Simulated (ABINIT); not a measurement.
# MgO (Fm-3m) in ABINIT: further runs

Aim: see how the results for MgO move with the level of theory and the settings. Levels: PBEsol, r2SCAN, LDA, PBE. Tasks: single point.

Everything below comes from runs of ABINIT 10.8.3 (patched build). Logs are shortened: lines on timing, memory, paths and dates and some standing lists are left out, and cuts for length are marked. The log counts tension as positive stress, the text compression.

**What was measured.**

From “Electronic structure of alkaline earth and post-transition metal oxides”, 2009, arxiv:0908.1581, for a bulk crystal of MgO: band gap 7.83 eV.

How close the calculation comes is told below.

**1. Starting point**

It takes space group Fm-3m (No. 225, cubic). The conventional cell has a = 4.194 Å, b = 4.194 Å, c = 4.194 Å, α = 90.00°, β = 90.00°, γ = 90.00°. Mg (site symmetry m-3m) is surrounded by 6 O at 2.10 Å. O (site symmetry m-3m) has 6 Mg at 2.10 Å as nearest neighbours.

The cell is a database's computed one.

**2. Single point, PBEsol**

File run.abi:

```
# Pseudopotentials
pp_dirpath "./"
pseudos "Mg.GGA_PBE-JTH.xml, O.GGA_PBE-JTH.xml"

# Structure
acell 5.6041865537 5.6041865537 5.6041865537
rprim
     0.0000000000     0.7071067812     0.7071067812
     0.7071067812     0.0000000000     0.7071067812
     0.7071067812     0.7071067812     0.0000000000
ntypat 2
znucl 12 8
natom 2
typat 1 2
xred
     0.0000000000     0.0000000000     0.0000000000
     0.5000000000     0.5000000000     0.5000000000

# Plane-wave basis
ecut 23.0
pawecutdg 45.0

# k points
kptopt 1
ngkpt 14 14 14
nshiftk 1
shiftk 0.0 0.0 0.0

# Exchange and correlation
ixc -116133

# Bands and occupations
nband 12
occopt 3
tsmear 0.00183747

# SCF cycle
nstep 100
tolvrs 1.0e-9

# Output
iomode 3
prtwf 0
prtden 0
prteig 0
prtebands 0
enunit 1
```

Potentials or basis: JTH PAW PBE v2.0.

Run with:

```
> abinit run.abi > log 2>&1
```

run.abo:

```text
.Version 10.8.3 of ABINIT
 Symmetries : space group Fm -3 m (#225); Bravais cF (face-center cubic)
================================================================================
 Values of the parameters that define the memory need of the present run
     intxc =       0    ionmov =       0      iscf =      17    lmnmax =       8
     lnmax =       4     mgfft =      27  mpssoang =       2    mqgrid =    3001
     natom =       2  nloc_mem =       2    nspden =       1   nspinor =       1
    nsppol =       1      nsym =      48    n1xccc =       1    ntypat =       2
    occopt =       3   xclevel =       2
       mpw =         670          nfft =       19683          nkpt =         104
 PAW method is used; the additional fine FFT grid is defined by:
   mgfftf=        36    nfftf =     46656
================================================================================
================================================================================

--------------------------------------------------------------------------------
------------- Echo of variables that govern the present computation ------------
--------------------------------------------------------------------------------
 -outvars: echo values of preprocessed input variables --------
            acell      5.6041865537E+00  5.6041865537E+00  5.6041865537E+00 Bohr
              amu      2.43050000E+01  1.59994000E+01
             ecut      2.30000000E+01 Hartree
           enunit           1
                       outvar_i_n : Printing only first  50 k-points.
              ixc     -116133
                       outvar_i_n : Printing only first  50 k-points.
         kptrlatt       14    0    0      0   14    0      0    0   14
          kptrlen      7.84586118E+01
            natom           2
            nband          12
            ngfft          27      27      27
          ngfftdg          36      36      36
             nkpt         104
            nstep         100
             nsym          48
           ntypat           2
                       prtocc : prtvol=0, do not print more k-points.
           occopt           3
        pawecutdg      4.50000000E+01 Hartree
         pawxcdev           0
           prtden           0
        prtebands           0
           prteig           0
            prtwf           0
            rprim      0.0000000000E+00  7.0710678120E-01  7.0710678120E-01
                       7.0710678120E-01  0.0000000000E+00  7.0710678120E-01
                       7.0710678120E-01  7.0710678120E-01  0.0000000000E+00
          spgroup         225
           tolvrs      1.00000000E-09
           tsmear      1.83747000E-03 Hartree
            typat      1  2
           useylm           1
                       outvars : Printing only first  50 k-points.
           xangst      0.0000000000E+00  0.0000000000E+00  0.0000000000E+00
                       2.0970013913E+00  2.0970013913E+00  2.0970013913E+00
            xcart      0.0000000000E+00  0.0000000000E+00  0.0000000000E+00
                       3.9627583152E+00  3.9627583152E+00  3.9627583152E+00
             xred      0.0000000000E+00  0.0000000000E+00  0.0000000000E+00
                       5.0000000000E-01  5.0000000000E-01  5.0000000000E-01
            znucl       12.00000    8.00000

================================================================================

 chkinp: Checking input parameters for consistency.

================================================================================
== DATASET  1 ==================================================================

--- !DatasetInfo
iteration_state: {dtset: 1, }
dimensions: {natom: 2, nkpt: 104, mband: 12, nsppol: 1, nspinor: 1, nspden: 1, mpw: 670, }
cutoff_energies: {ecut:  23.0, pawecutdg:  45.0, }
electrons: {nelect:   1.60000000E+01, charge:   0.00000000E+00, occopt:   3.00000000E+00, tsmear:   1.83747000E-03, }
meta: {optdriver: 0, ionmov: 0, optcell: 0, iscf: 17, paral_kgb: 0, }
...

 Real(R)+Recip(G) space primitive vectors, cartesian coordinates (Bohr,Bohr^-1):
 R(1)=  0.0000000  3.9627583  3.9627583  G(1)= -0.1261747  0.1261747  0.1261747
 R(2)=  3.9627583  0.0000000  3.9627583  G(2)=  0.1261747 -0.1261747  0.1261747
 R(3)=  3.9627583  3.9627583  0.0000000  G(3)=  0.1261747  0.1261747 -0.1261747
 Unit cell volume ucvol=  1.2445798E+02 bohr^3
 Angles (23,13,12)=  6.00000000E+01  6.00000000E+01  6.00000000E+01 degrees

 Coarse grid specifications (used for wave-functions):

 getcut: wavevector=  0.0000  0.0000  0.0000  ngfft=  27  27  27
         ecut(hartree)=     23.000   => boxcut(ratio)=   2.15215

 Fine grid specifications (used for densities):

 getcut: wavevector=  0.0000  0.0000  0.0000  ngfft=  36  36  36
         ecut(hartree)=     45.000   => boxcut(ratio)=   2.12725

--- Pseudopotential description ------------------------------------------------
- pspini: atom type   1  psp file is ./Mg.GGA_PBE-JTH.xml
[... 38 lines left out ...]
  sigma(2 2)= -9.01091848E-05  sigma(3 1)=  0.00000000E+00
  sigma(3 3)= -9.01091848E-05  sigma(2 1)=  0.00000000E+00

--- !ResultsGS
iteration_state: {dtset: 1, }
comment   : Summary of ground state results
lattice_vectors:
- [  0.0000000,   3.9627583,   3.9627583, ]
- [  3.9627583,   0.0000000,   3.9627583, ]
- [  3.9627583,   3.9627583,   0.0000000, ]
lattice_lengths: [   5.60419,    5.60419,    5.60419, ]
lattice_angles: [ 60.000,  60.000,  60.000, ] # degrees, (23, 13, 12)
lattice_volume:   1.2445798E+02
convergence: {deltae:  7.782E-11, res2:  8.970E-10, residm:  1.813E-04, diffor: null, }
etotal    :  -7.96592274E+01
entropy   :   0.00000000E+00
fermie    :   3.12053923E-01
cartesian_stress_tensor: # hartree/bohr^3
- [ -9.01091848E-05,   0.00000000E+00,   0.00000000E+00, ]
- [  0.00000000E+00,  -9.01091848E-05,   0.00000000E+00, ]
- [  0.00000000E+00,   0.00000000E+00,  -9.01091848E-05, ]
pressure_GPa:   2.6511E+00
xred      :
- [  0.0000E+00,   0.0000E+00,   0.0000E+00, Mg]
- [  5.0000E-01,   5.0000E-01,   5.0000E-01,  O]
cartesian_forces: # hartree/bohr
- [ -0.00000000E+00,  -0.00000000E+00,  -0.00000000E+00, ]
[... 5 lines left out ...]
 ------------------------------------------------
 Atom  Sphere_radius  Integrated_density
    1        1.90158          8.30439685
    2        1.41465          4.58130974

================================================================================

 ----iterations are completed or convergence reached----

 Mean square residual over all n,k,spin=   31.451E-08; max=  18.129E-05
 reduced coordinates (array xred) for    2 atoms
       0.000000000000      0.000000000000      0.000000000000
       0.500000000000      0.500000000000      0.500000000000
 rms dE/dt=  0.0000E+00; max dE/dt=  0.0000E+00; dE/dt below (all hartree)
    1       0.000000000000      0.000000000000      0.000000000000
    2       0.000000000000      0.000000000000      0.000000000000

 cartesian coordinates (angstrom) at end:
    1      0.00000000000000     0.00000000000000     0.00000000000000
    2      2.09700139131405     2.09700139131405     2.09700139131405

 cartesian forces (hartree/bohr) at end:
[... 6 lines left out ...]
    2     -0.00000000000000    -0.00000000000000    -0.00000000000000
 frms,max,avg= 0.0000000E+00 0.0000000E+00   0.000E+00  0.000E+00  0.000E+00 e/A
 length scales=  5.604186553700  5.604186553700  5.604186553700 bohr
              =  2.965607807855  2.965607807855  2.965607807855 angstroms
 Fermi (or HOMO) energy (eV) =   8.49142   Average Vxc (eV)= -11.09137
 Eigenvalues (   eV  ) for nkpt= 104  k points:
 kpt#   1, nband= 12, wtk=  0.00036, kpt=  0.0000  0.0000  0.0000 (reduced coord)
 -66.23938  -33.15283  -33.15283  -33.15283  -11.75985    5.49857    5.49857    5.49857
  10.25746   21.19065   21.19065   21.19065
 prteigrs : prtvol=0 or 1, do not print more k-points.

--- !EnergyTerms
iteration_state     : {dtset: 1, }
comment             : Components of total free energy in Hartree
kinetic             :  1.12769531836353E+01
hartree             :  1.44214831839322E+01
xc                  : -4.21552655977757E+00
Ewald energy        : -4.75873828440363E+01
psp_core            :  2.08158049957905E+00
local_psp           : -4.76981549861618E+01
PAW spherical_terms : -7.93817393969437E+00
internal            : -7.96592214625234E+01
'-kT*entropy'       :  1.25327346604707E-15
total_energy        : -7.96592214625234E+01
total_energy_eV     : -2.16763784327087E+03
...

--- !EnergyTermsDC
iteration_state     : {dtset: 1, }
comment             : '"Double-counting" decomposition of free energy'
band_energy         : -1.21890478611418E+01
Ewald energy        : -4.75873828440363E+01
psp_core            :  2.08158049957905E+00
xc_dc               : -1.31310671601645E+01
PAW spherical_terms : -8.83331007924162E+00
internal            : -7.96592274450052E+01
'-kT*entropy'       :  1.25327346604707E-15
total_energy_dc     : -7.96592274450052E+01
total_energy_dc_eV  : -2.16763800606249E+03
...

--- !EnergyTermsWithPAWCore
iteration_state     : {dtset: 1, }
comment             : 'Components of total free energy, including PAW core contributions'
Total energy        : -2.75044711500098E+02
Total energy DC     : -2.75044717482579E+02
Total energy (eV)   : -7.48434787954357E+03
Total energy DC (eV): -7.48434804233519E+03
...

 Cartesian components of stress tensor (hartree/bohr^3)
  sigma(1 1)= -9.01091848E-05  sigma(3 2)=  0.00000000E+00
  sigma(2 2)= -9.01091848E-05  sigma(3 1)=  0.00000000E+00
  sigma(3 3)= -9.01091848E-05  sigma(2 1)=  0.00000000E+00

-Cartesian components of stress tensor (GPa)         [Pressure=  2.6511E+00 GPa]
- sigma(1 1)= -2.65110375E+00  sigma(3 2)=  0.00000000E+00
- sigma(2 2)= -2.65110375E+00  sigma(3 1)=  0.00000000E+00
- sigma(3 3)= -2.65110375E+00  sigma(2 1)=  0.00000000E+00

== END DATASET(S) ==============================================================
================================================================================

 -outvars: echo values of variables after computation  --------
            acell      5.6041865537E+00  5.6041865537E+00  5.6041865537E+00 Bohr
           etotal     -7.9659227445E+01
            fcart     -0.0000000000E+00 -0.0000000000E+00 -0.0000000000E+00
                      -0.0000000000E+00 -0.0000000000E+00 -0.0000000000E+00
            rprim      0.0000000000E+00  7.0710678120E-01  7.0710678120E-01
                       7.0710678120E-01  0.0000000000E+00  7.0710678120E-01
                       7.0710678120E-01  7.0710678120E-01  0.0000000000E+00
           strten     -9.0109184823E-05 -9.0109184823E-05 -9.0109184823E-05
                       0.0000000000E+00  0.0000000000E+00  0.0000000000E+00
           xangst      0.0000000000E+00  0.0000000000E+00  0.0000000000E+00
                       2.0970013913E+00  2.0970013913E+00  2.0970013913E+00
             xred      0.0000000000E+00  0.0000000000E+00  0.0000000000E+00
                       5.0000000000E-01  5.0000000000E-01  5.0000000000E-01
 Calculation completed.
```

Wall time 33 s (1 thread of Arm Neoverse V1, shared host); peak memory 0.1 GiB.

What came out:

- Free energy: -2167.6380 eV
- Pressure: 2.7 GPa
- Band gap on the k mesh: 4.76 eV, direct
- Valence electrons inside the program's atomic spheres: Mg 8.30; O 4.58

Levels at points of the mesh, in eV from the valence-band top:
```
           k point  band 5  band 6  band 7  band 8  band 9  band 10  band 11  band 12
(0.00, 0.00, 0.00)  -17.26    0.00    0.00    0.00    4.76    15.69    15.69    15.69
(0.50, 0.00, 0.00)  -15.88   -4.73   -0.68   -0.68    7.82    12.66    16.32    16.32
(0.50, 0.50, 0.00)  -15.66   -4.16   -1.37   -1.37    8.93    10.02    13.12    19.08
```

Caveat: the PAW data sets were made with another functional, which shifts forces and pressure a little.

**3. Single point, r2SCAN**

Changes to run.abi since step 2:

```diff
@@ -5,3 +5,3 @@
 # Structure
-acell 5.6041865537 5.6041865537 5.6041865537
+acell 2.9656078099 2.9656078099 2.9656078099 Angstrom
 rprim
@@ -19,4 +19,4 @@
 # Plane-wave basis
-ecut 23.0
-pawecutdg 45.0
+ecut 28.0
+pawecutdg 50.0
 
@@ -24,3 +24,3 @@
 kptopt 1
-ngkpt 14 14 14
+ngkpt 9 9 9
 nshiftk 1
@@ -29,3 +29,5 @@
 # Exchange and correlation
-ixc -116133
+ixc -497498
+usekden 1
+pawxcdev 0
 
@@ -34,3 +36,3 @@
 occopt 3
-tsmear 0.00183747
+tsmear 0.05 eV
 
@@ -38,3 +40,3 @@
 nstep 100
-tolvrs 1.0e-9
+tolvrs 1.0e-7
 
@@ -46,2 +48,2 @@
 prtebands 0
-enunit 1
+enunit 2
```

Potentials or basis: JTH PAW PBE v2.0.

Run with:

```
> abinit run.abi > log 2>&1
```

It took 58 s on 1 thread of Arm Neoverse V1, shared host; peak memory 0.11 GiB.

It converged, with:

| Quantity | Value |
| --- | --- |
| Free energy | -2156.0246 eV |
| Pressure | 1.7 GPa |
| Band gap on the k mesh | 5.77 eV, direct |
| Valence electrons inside the program's atomic spheres | Mg 8.29; O 4.62 |

Levels at points of the mesh, in eV from the valence-band top:
```csv
k point,band 5,band 6,band 7,band 8,band 9,band 10,band 11,band 12
"(0.00, 0.00, 0.00)",-18.25,0.00,0.00,0.00,5.77,16.92,16.92,16.92
```

Caveat: totals of a meta-GGA on PAW files have another zero than those of a GGA; the PAW data sets were made with another functional, which shifts forces and pressure a little.

**4. Single point, LDA**

File run.abi:

```
# Pseudopotentials
pp_dirpath "./"
pseudos "Mg.LDA_PW-JTH.xml, O.LDA_PW-JTH.xml"

# Structure
acell 3*1.0 Angstrom
rprim
     0.0000000000     2.0970013927     2.0970013927
     2.0970013927     0.0000000000     2.0970013927
     2.0970013927     2.0970013927     0.0000000000
ntypat 2
znucl 12 8
natom 2
typat 1 2
xred
     0.0000000000     0.0000000000     0.0000000000
     0.5000000000     0.5000000000     0.5000000000

# Plane-wave basis
ecut 23.0
pawecutdg 45.0

# k points
kptopt 1
ngkpt 9 9 9
nshiftk 1
shiftk 0.0 0.0 0.0

# Exchange and correlation
ixc 7

# Bands and occupations
nband 12
occopt 3
tsmear 0.00183747

# SCF cycle
nstep 100
tolvrs 1.0e-9

# Output
iomode 3
prtwf 0
prtden 0
prteig 0
prtebands 0
enunit 2
```

Potentials or basis: JTH PAW LDA v2.0.

Run with:

```
> abinit run.abi > log 2>&1
```

Run time: 9.1 s. Hardware: 1 thread of Arm Neoverse V1, shared host; peak memory 0.11 GiB.

It converged, with:

```yaml
Free_energy: -2170.5838 eV
Pressure: -3.4 GPa
Band_gap_on_the_k_mesh: 4.78 eV, direct
Valence_electrons_inside_the_program's_atomic_spheres: Mg 8.31; O 4.57
```

Levels at points of the mesh, in eV from the valence-band top:
```tsv
k point	band 6	band 7	band 8	band 9	band 10	band 11
(0.00, 0.00, 0.00)	0.00	0.00	0.00	4.78	15.60	15.60
```

**5. Single point, PBE**

File run.abi:

```
# Pseudopotentials
pp_dirpath "./"
pseudos "Mg.GGA_PBE-JTH.xml, O.GGA_PBE-JTH.xml"

# Structure
acell 5.6041865537 5.6041865537 5.6041865537
rprim
     0.0000000000     0.7071067812     0.7071067812
     0.7071067812     0.0000000000     0.7071067812
     0.7071067812     0.7071067812     0.0000000000
ntypat 2
znucl 12 8
natom 2
typat 1 2
xred
     0.0000000000     0.0000000000     0.0000000000
     0.5000000000     0.5000000000     0.5000000000

# Plane-wave basis
ecut 23.0
pawecutdg 45.0

# k points
kptopt 1
ngkpt 14 14 14
nshiftk 1
shiftk 0.0 0.0 0.0

# Exchange and correlation
ixc 11

# Bands and occupations
nband 12
occopt 3
tsmear 0.00183747

# SCF cycle
nstep 100
tolvrs 1.0e-9

# Output
iomode 3
prtwf 0
prtden 0
prteig 0
prtebands 0
```

Potentials or basis: JTH PAW PBE v2.0.

Run with:

```
> abinit run.abi > log 2>&1
```

Wall time 32 s (1 thread of Arm Neoverse V1, shared host); peak memory 0.12 GiB.

Results (log left out):

| Property | Result |
| --- | --- |
| Free energy | -2172.6550 eV |
| Pressure | 7.1 GPa |
| Band gap on the k mesh | 4.86 eV, direct |
| Valence electrons inside the program's atomic spheres | Mg 8.30; O 4.60 |

Levels at points of the mesh, in eV from the valence-band top:
```
           k point  band 5  band 6  band 7  band 8  band 9  band 10  band 11  band 12
(0.00, 0.00, 0.00)  -17.32    0.00    0.00    0.00    4.86    15.88    15.88    15.88
(0.50, 0.00, 0.00)  -15.97   -4.66   -0.67   -0.67    7.98    12.77    16.47    16.47
(0.50, 0.50, 0.00)  -15.75   -4.10   -1.36   -1.36    9.14    10.12    13.25    19.23
```

**6. The runs side by side**

| level | potentials or basis | k mesh | cutoff (eV) | fine-grid cutoff | gap on the mesh (eV) | pressure (GPa) |
| --- | --- | --- | --- | --- | --- | --- |
| PBEsol | JTH PAW PBE v2.0 | 14 × 14 × 14 | 626 | 1224.51 eV | 4.76 | 2.7 |
| r2SCAN | JTH PAW PBE v2.0 | 9 × 9 × 9 | 762 | 1360.57 eV | 5.77 | 1.7 |
| LDA | JTH PAW LDA v2.0 | 9 × 9 × 9 | 626 | 1224.51 eV | 4.78 | -3.4 |
| PBE | JTH PAW PBE v2.0 | 14 × 14 × 14 | 626 | 1224.51 eV | 4.86 | 7.1 |

Alike in all rows: task single point; no spin polarisation; cell as given; smearing fermi-dirac 0.05 eV.

Caveats: the PAW data sets were made with another functional, which shifts forces and pressure a little (some runs); totals of a meta-GGA on PAW files have another zero than those of a GGA (some runs).

Absolute energies hang on the potentials; compare differences alone.

**7. How close it comes**

Step 2. Measured gap of MgO: 7.83 eV (quoted in “Electronic structure of alkaline earth and post-transition metal oxides”, 2009, arxiv:0908.1581). This calculation gives 4.76 eV (-3.07 eV). The value is that of PBEsol on a finite k mesh, which can miss the band edges, without temperature or zero-point motion. Semilocal functionals fall short of measured gaps as a rule. The cell is a database's relaxed one, not the measured one, which moves gaps too.

Step 3. Against the measured gap of MgO, 7.83 eV (quoted in “Electronic structure of alkaline earth and post-transition metal oxides”, 2009, arxiv:0908.1581), the calculated 5.77 eV is off by -2.06 eV. The value is that of r2SCAN, without temperature or zero-point motion. The cell is a database's relaxed one, not the measured one, which moves gaps too.

Step 4. A measured gap of MgO is 7.83 eV (quoted in “Electronic structure of alkaline earth and post-transition metal oxides”, 2009, arxiv:0908.1581); the calculated 4.78 eV misses it by -3.05 eV. The value is that of LDA, without temperature or zero-point motion. Semilocal functionals fall short of measured gaps as a rule. The cell is a database's relaxed one, not the measured one, which moves gaps too.

Step 5. A measured gap of MgO is 7.83 eV (quoted in “Electronic structure of alkaline earth and post-transition metal oxides”, 2009, arxiv:0908.1581); the calculated 4.86 eV misses it by -2.97 eV. The value is that of PBE on a finite k mesh, which can miss the band edges, without temperature or zero-point motion. Semilocal functionals fall short of measured gaps as a rule. The cell is a database's relaxed one, not the measured one, which moves gaps too.
